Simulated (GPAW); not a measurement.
# SrO in GPAW: tuning eigensolver

Input of the first run (eigensolver default); the others differ in this setting and in those tied to it:

Contents of run.py:

```python
from ase.dft.bandgap import bandgap
from ase.io import read, write
from ase.units import GPa
from gpaw import GPAW, PW

atoms = read('POSCAR')

calc = GPAW(mode=PW(800),
            xc='MGGA_X_R2SCAN+MGGA_C_R2SCAN',
            kpts={'size': (9, 9, 9), 'gamma': True},
            occupations={'name': 'fermi-dirac', 'width': 0.05},
            nbands=16,
            convergence={'density': 1e-05, 'energy': 1e-05},
            maxiter=100,
            txt='gpaw.txt')
atoms.calc = calc
energy = atoms.get_potential_energy()
forces = atoms.get_forces()
stress = atoms.get_stress()
calc.write('gs.gpw')
write('result.traj', atoms)
print(f'Energy: {energy:.6f} eV')
print('Forces (eV/A):')
print(forces.round(4))
print('Stress (GPa):', (stress / GPa).round(3))
print('Fermi level:', round(calc.get_fermi_level(), 4), 'eV')
print(f'Gap: {bandgap(calc)[0]:.4f} eV, direct: {bandgap(calc, direct=True)[0]:.4f} eV')
```

File POSCAR:

```
SrO
1.0
    0.0000000000      2.5663000000      2.5663000000
    2.5663000000      0.0000000000      2.5663000000
    2.5663000000      2.5663000000      0.0000000000
Sr O
1 1
Direct
    0.5000000000      0.5000000000      0.5000000000
    0.0000000000      0.0000000000      0.0000000000
```

Potentials or basis: GPAW PAW data sets (gpaw-data 1.2.1), pw.

Launch:

```sh
$ OMP_NUM_THREADS=1 python run.py
```

Hardware: 1 thread of Arm Neoverse N1.

```
     eigensolver  energy less the last converged row (meV/atom)  SCF cycles  wall time (s)  peak memory (GiB)
         default                                           0.00          11             98               0.23
davidson niter=2                                           0.00          11             88               0.23
davidson niter=4                                           0.00          11            160               0.23
        rmm-diis                                           0.00          13             61               0.23
            ppcg                                           0.00          11             99               0.23
              cg                                           0.00           -             91               0.23
```

Fastest here: rmm-diis (61 s); slowest of those that converged: davidson niter=4 (160 s). These are single runs, one after another on one machine, so differences under about a fifth mean little.

Caveat: the PAW data sets were made with another functional, which shifts forces and pressure a little; an odd mesh through Γ misses points on the zone boundary, where band edges often lie.
